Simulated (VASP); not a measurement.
# PtS₂: convergence, relaxation of the atoms

PtS₂, P1 (no. 1), 3 atoms in the cell. PBE; PAW potentials Pt, S (PBE set). VASP 6.6.1.

Wanted: energy within 2 meV/atom; shortest distances from each atom, periodic images included within 0.005 Å.

What the run is for: geometry; Accuracy asked: standard.

POSCAR:
```
PtS2
1.0
    3.5432000000      0.0000000000      0.0000000000
   -1.7716000000      3.0685012107      0.0000000000
    0.0000000000      0.0000000000      5.0388000000
Pt S
1 2
Direct
    0.0079430000      0.0056970000     -0.0002430000
    0.6587600000      0.3360120000      0.7813480000
    0.3212270000      0.6632270000      0.2291880000
```

The series start from Plane-wave cutoff (eV): 340; k-point mesh: 5 × 5 × 3; Ionic threshold (EDIFFG): -0.01; Electronic threshold (eV): 1e-6; Precision mode (PREC): Accurate; Relaxation algorithm: IBRION=2; Electronic steps between moves: NELMIN=4 ALGO=Normal. Each series keeps the choices made before it, and each single choice may use up half of a tolerance.

## Plane-wave cutoff (eV)

| Plane-wave cutoff (eV) | Energy less reference (meV/atom) | Shortest distances from each atom, periodic images included, largest deviation (Å) | SCF iterations | Time (s) |
|---|---|---|---|---|
| 230 | 22.4 | 0.0002 | 49 | 14 |
| 260 | 3.3 | 0.0021 | 49 | 14 |
| 300 | 0.4 | 0.0001 | 49 | 14 |
| 340 | 0.8 | 0.0001 | 49 | 17 |
| 420 | 0.1 | 0.0000 | 49 | 18 |
| 520 (reference) | 0.0 | 0.0000 | 49 | 29 |

## k-point mesh

| k-point mesh | Energy less reference (meV/atom) | Shortest distances from each atom, periodic images included, largest deviation (Å) | SCF iterations | Time (s) |
|---|---|---|---|---|
| 3 × 3 × 2 | -27.3 | 0.0195 | 49 | 7.9 |
| 5 × 5 × 3 | -2.1 | 0.0011 | 49 | 14 |
| 6 × 6 × 4 | 0.5 | 0.0010 | 49 | 22 |
| 7 × 7 × 5 (reference) | 0.0 | 0.0000 | 49 | 32 |

## Ionic threshold (EDIFFG)

| Ionic threshold (EDIFFG) | Energy less reference (meV/atom) | Shortest distances from each atom, periodic images included, largest deviation (Å) | SCF iterations | Time (s) |
|---|---|---|---|---|
| -0.1 | 0.0 | 0.0044 | 33 | 14 |
| -0.05 | 0.0 | 0.0044 | 33 | 17 |
| -0.02 | 0.0 | 0.0017 | 41 | 22 |
| -0.01 | 0.0 | 0.0003 | 49 | 22 |
| -0.005 | 0.0 | 0.0003 | 49 | 22 |
| -0.002 (reference) | 0.0 | 0.0000 | 61 | 26 |

## Electronic threshold (eV)

| Electronic threshold (eV) | Energy less reference (meV/atom) | Shortest distances from each atom, periodic images included, largest deviation (Å) | SCF iterations | Time (s) |
|---|---|---|---|---|
| 0.0001 | 0.0 | 0.0020 | 42 | 19 |
| 1e-5 | 0.0 | 0.0001 | 37 | 16 |
| 1e-6 | 0.0 | 0.0001 | 41 | 22 |
| 1e-7 (reference) | 0.0 | 0.0000 | 49 | 21 |

## Precision mode (PREC)

| Precision mode (PREC) | Energy less reference (meV/atom) | Shortest distances from each atom, periodic images included, largest deviation (Å) | SCF iterations | Time (s) |
|---|---|---|---|---|
| Normal | 0.0 | 0.0001 | 42 | 12 |
| Accurate (reference) | 0.0 | 0.0000 | 42 | 19 |

## Relaxation algorithm

| Relaxation algorithm | Energy less reference (meV/atom) | Shortest distances from each atom, periodic images included, largest deviation (Å) | Time (s) |
|---|---|---|---|
| IBRION=2 | 0.0 | 0.0000 | 12 |
| IBRION=2 POTIM=0.2 | 0.0 | 0.0007 | 14 |
| IBRION=2 POTIM=0.8 | 0.0 | 0.0007 | 13 |
| IBRION=1 | 0.0 | 0.0009 | 8.4 |
| IBRION=1 POTIM=0.2 | 0.0 | 0.0013 | 11 |
| IBRION=1 POTIM=0.3 NFREE=6 | 0.0 | 0.0014 | 7.4 |
| IBRION=3 POTIM=0.2 SMASS=0.4 | 0.0 | 0.0008 | 27 |
| IBRION=3 POTIM=0.3 | 0.0 | 0.0009 | 47 |

## Electronic steps between moves

| Electronic steps between moves | Energy less reference (meV/atom) | Shortest distances from each atom, periodic images included, largest deviation (Å) | SCF iterations | Time (s) |
|---|---|---|---|---|
| NELMIN=4 ALGO=Normal | 0.0 | 0.0000 | 24 | 7.4 |
| ALGO=Normal | 0.0 | 0.0000 | 24 | 7.1 |
| NELMIN=4 MAXMIX=40 ALGO=Normal | 0.0 | 0.0009 | 24 | 6.8 |
| NELMIN=4 ALGO=Fast | 0.0 | 0.0008 | 28 | 7.3 |
| NELMIN=4 MAXMIX=40 ALGO=Fast | 0.0 | 0.0020 | 28 | 7.3 |

## Question

The rows run from the loosest to the tightest (no order: relaxation algorithm, electronic steps between moves). For each series: choose the loosest value from which every tighter one stays within half of the tolerance; where there is no order, keep the first row unless others stay within half of the tolerance and take at least 30 % less time, and then take the fastest.

## Answer

- Plane-wave cutoff (eV): 300
- k-point mesh: 6 × 6 × 4
- Ionic threshold (EDIFFG): -0.02
- Electronic threshold (eV): 0.0001
- Precision mode (PREC): Normal
- Relaxation algorithm: IBRION=1 POTIM=0.3 NFREE=6
- Electronic steps between moves: NELMIN=4 ALGO=Normal

## All choices together

| Input | Energy less reference (meV/atom) | Shortest distances from each atom, periodic images included, largest deviation (Å) | Time (s) |
|---|---|---|---|
| the program's defaults (naive) | 5.1 | 0.0035 | 3.8 |
| chosen settings | 0.9 | 0.0021 | 7.4 |
| reference settings throughout | 0.0 | 0.0000 | 100 |

The tolerance is met.

## The input

INCAR:
```
SYSTEM = PtS2
GGA      = PE             ! functional
ISMEAR   = 0              ! smearing method
SIGMA    = 0.03           ! smearing width, eV
LWAVE    = .False.        ! write WAVECAR
LCHARG   = .False.        ! write CHGCAR
ISIF     = 2              ! what is computed and relaxed
NSW      = 120            ! ionic steps
PREC     = Normal         ! precision mode
LASPH    = .True.         ! aspherical terms in the spheres
LREAL    = .False.        ! projectors in reciprocal space
ALGO     = Normal         ! electronic algorithm
EDIFF    = 1E-4           ! SCF threshold, eV
NELM     = 120            ! most SCF steps
GGA_COMPAT= .False.      
IBRION   = 1              ! ionic algorithm
EDIFFG   = -0.02          ! ionic threshold
NELMIN   = 4            
ENCUT    = 300            ! plane-wave cutoff, eV
EFERMI   = MIDGAP       
KPAR     = 2            
POTIM    = 0.3            ! step
NFREE    = 6             
```

KPOINTS:
```
Automatic mesh
0
Gamma
  6 6 4
  0 0 0
```

Commands:
```
cat potpaw_PBE.64/Pt/POTCAR potpaw_PBE.64/S/POTCAR > POTCAR
mpirun -np 2 vasp_std > vasp.out
```

The chosen input took VASP 6.6.1 7.4 s on 2 cores (Intel Xeon 6975P-C (Granite Rapids)), a shared host.

## An input that fails: force threshold below the noise of the forces

It gives no converged result.

Changes against the starting input:
```
- NSW = 120
- PREC = Accurate
- EDIFF = 1e-06
- NELM = 120
- EDIFFG = -0.01
- NELMIN = 4
+ NSW = 30
+ PREC = Low
+ EDIFF = 0.001
+ NELM = 83
+ EDIFFG = -0.0001
```
